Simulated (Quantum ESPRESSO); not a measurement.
Runs of Quantum ESPRESSO 7.5 on NaCl. Symmetry: Pm-3m, No. 221, cubic system. The conventional cell has a = 3.502 Å, b = 3.502 Å, c = 3.502 Å, α = 90.00°, β = 90.00°, γ = 90.00°. Cl (site symmetry m-3m) has 8 Na at 3.03 Å as nearest neighbours. Around Na (site symmetry m-3m) lie 8 Cl at 3.03 Å. Measurements of this composition are mostly on another form, of space group No. 225.

```csv
task,level,potentials or basis,cell,k mesh,cutoff (eV),smearing,q mesh for exact exchange,cutoff for exact exchange,symmetry,SCF threshold,ASE optimiser,gap on the mesh (eV),pressure (GPa),relaxed volume (Å³/atom)
single point,r2SCAN0,SG15 PBE 1.2,as given,5 × 5 × 5,952,fixed,5 × 5 × 5,1904.8 eV,off,1e-07 Ry,-,6.46,-,-
relaxation of cell and atoms,RPBE+D3,PseudoDojo 0.4.1 SR PBE standard,relaxed,8 × 8 × 8,1197,fermi-dirac 0.05 eV,-,-,-,4e-10 Ry,FIRE,4.12,-0.1,22.54
relaxation of cell and atoms,RPBE+D3(BJ),PseudoDojo 0.4.1 SR PBE standard,relaxed,8 × 8 × 8,1197,fermi-dirac 0.05 eV,-,-,-,4e-10 Ry,BFGS,5.50,-0.1,(a)
relaxation of cell and atoms,RPBE+D4,PseudoDojo 0.4.1 SR PBE standard,relaxed,8 × 8 × 8,1197,fermi-dirac 0.05 eV,-,-,-,4e-10 Ry,FIRE,4.28,0.1,21.53
relaxation of cell and atoms,RPBE,PseudoDojo 0.4.1 SR PBE standard,relaxed,8 × 8 × 8,1197,fermi-dirac 0.05 eV,-,-,-,4e-10 Ry,FIRE,4.02,-0.1,(b)
```

Alike in all rows: no spin polarisation.

Q: Estimate the missing entries.

A: (a) 16.18; (b) 23.30.

Caveats: the potentials were made for another functional, which shifts forces and pressure; this potential file gives levels or pressures that part from those of other sets (some runs); this program's forces and stress for hybrids aren't reliable and aren't listed (some runs); an odd mesh through Γ misses points on the zone boundary, where band edges often lie (some runs); the volume moved by over 15 % at a fixed basis, so the end points are rough (some runs).

Runs at the PBE level aren't shown here.
